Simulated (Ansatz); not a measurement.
Method: DFT, PBE, plane waves (420 eV) with PAW, scalar-relativistic (Ansatz 0.2.0).

An element in the dhcp structure gives this curve. The cell is scaled uniformly from the relaxed one, with fractional coordinates and shape fixed. Energies are extrapolated to zero smearing, pressures are those at the given smearing. Magnetic state: spin not included.

| V (Å³/atom) | E − E₀ (meV/atom) | P (GPa) |
| --- | --- | --- |
| 27.913 | 89.8 | 8.79 |
| 29.181 | 36.0 | 5.13 |
| 30.450 | 7.8 | 2.23 |
| 31.719 | 0.0 | -0.08 |
| 32.988 | 8.7 | -1.93 |
| 34.256 | 30.4 | -3.40 |
| 35.525 | 62.7 | -4.57 |

Task: Which element is it?
A. bismuth
B. lutetium
C. tin
D. ytterbium

Result: A. Its fit is V₀ = 31.64 Å³/atom, B₀ = 52 GPa, B₀′ = 4.5.
